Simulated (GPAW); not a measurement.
Runs of GPAW 26.7.0 on AgBr. The structure is cubic, space group Fm-3m (No. 225). Conventional cell: a = 5.740 Å, b = 5.740 Å, c = 5.740 Å, α = 90.00°, β = 90.00°, γ = 90.00°. Around Ag (site symmetry m-3m) lie 6 Br at 2.87 Å. Br (site symmetry m-3m) has 6 Ag at 2.87 Å as nearest neighbours. 

```tsv
task	level	potentials or basis	cell	smearing	optimizer	fmax	max steps	target pressure	convergence	gap on the mesh (eV)	pressure (GPa)
relaxation of cell and atoms	PBEsol+D3(BJ)	PAW data sets generated in the run's folder for this functional, pw	relaxed to 2 GPa	fermi-dirac 0.05 eV	FIRE	0.05 eV/Å	40	2 GPa	density=1e-05 forces=0.0001	0.49	2.1
single point	PBE	GPAW PAW data sets (gpaw-data 1.2.1), pw	as given	gaussian 0.026 eV	-	-	-	-	-	0.66	2.5
single point	PBE	GPAW PAW data sets (gpaw-data 1.2.1), pw	as given	gaussian 0.016 eV	-	-	-	-	-	0.66	2.5
relaxation of cell and atoms	revPBE+D3(BJ)	the program's PAW data sets (release 1.2.1) made for this functional, pw	relaxed	fermi-dirac 0.05 eV	FIRE	0.01 eV/Å	60	-	density=1e-05 forces=0.0001	(a)	-0.1
single point	PBE	GPAW PAW data sets (gpaw-data 1.2.1), pw	as given	gaussian 0.024 eV	-	-	-	-	-	0.66	2.5
single point	PBE	GPAW PAW data sets (gpaw-data 1.2.1), pw	as given	gaussian 0.014 eV	-	-	-	-	-	0.66	2.5
single point	PBE	GPAW PAW data sets (gpaw-data 1.2.1), pw	as given	gaussian 0.023 eV	-	-	-	-	-	0.66	2.5
single point	PBE	GPAW PAW data sets (gpaw-data 1.2.1), pw	as given	gaussian 0.019 eV	-	-	-	-	-	0.66	2.5
```

Alike in all rows: no spin polarisation; k mesh 8 × 8 × 8; cutoff (eV) 600.

Q: Fill in the values left out.

A: (a) 0.78.

Caveats: later steps reuse the first step's grids (some runs).

A k mesh can miss the band edges, and the runs leave out spin-orbit coupling on Ag, Br.
